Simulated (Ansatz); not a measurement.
## In in Ansatz: the effect of functional

Crystal: In.

```
In
1.0
    -1.61456    1.61456    2.45710
     1.61456   -1.61456    2.45710
     1.61456    1.61456   -2.45710
In
1
Direct
  0.00000 0.00000 0.00000
```

The cell isn't the ideal one: volume scaled by 0.98.

Alike in all runs:

* Program: Ansatz 0.2.0
* Task: single point
* Potentials or basis: Ansatz PAW
* k mesh: 11 × 11 × 11
* Occupations: fermi-dirac, width 0.05 eV
* Spin: no spin polarisation

| functional | cutoff | pressure (GPa) |
| --- | --- | --- |
| LDA | 420 eV (not typed: the program's choice for these potentials) | -1.8 |
| r2SCAN | 500 eV (not typed: the program's choice for these potentials) | 1.2 |
| PBE | 420 eV (not typed: the program's choice for these potentials) | ? |

Task: What does the run with functional PBE give?

Result: Pressure 3.0 GPa.

Caveats: the PAW data sets come from PBE, with cores solved anew for the run's functional, which leaves a small shift of forces and pressure (some runs).
